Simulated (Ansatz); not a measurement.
Runs of Ansatz 0.2.0 on As. It takes space group R-3m (No. 166, trigonal). Conventional cell: a = 3.762 Å, b = 3.762 Å, c = 10.542 Å, α = 90.00°, β = 90.00°, γ = 120.00°. As (site symmetry 3m) is surrounded by 3 As at 2.51 Å. 

```csv
task,level,spin,cell,k mesh,cutoff (eV),mesh quality,gap on the mesh (eV),pressure (GPa),relaxed volume (Å³/atom),largest force (eV/Å)
single point,HSE06,"SOC, no magnetisation",as given,4 × 4 × 4,420,coarse,(b),1.0,-,0.17
relaxation of cell and atoms,PBE0,off,relaxed,5 × 5 × 5,420,not flagged,0.66,0.0,(c),-
relaxation of cell and atoms,HSE06,off,relaxed,5 × 5 × 5,420,not flagged,0.24,0.0,21.59,-
single point,r2SCAN50,off,as given,5 × 5 × 5,500,not flagged,(d),-1.7,-,(a)
single point,PBE0,"SOC, no magnetisation",as given,4 × 4 × 4,420,coarse,0.93,1.0,-,0.21
```

Alike in all rows: potentials or basis Ansatz PAW; smearing fermi-dirac 0.05 eV.

**Question.** Fill in the values left out.

**Answer.** (a) 0.41; (b) 0.36; (c) 21.73; (d) 1.55.

Caveats: some runs use coarse meshes; the PAW data sets come from PBE, with cores solved anew for the run's functional, which leaves a small shift of forces and pressure; the thresholds are loose for stress (some runs); odd divisions of the mesh miss points on the zone boundary, where band edges often lie, so the gap on the mesh can be too wide (some runs); the plane-wave basis is chosen anew once the cell has moved, so the energies of steps on either side of that aren't comparable (some runs).

A k mesh can miss the band edges, and rows without SOC leave out spin-orbit coupling on As.
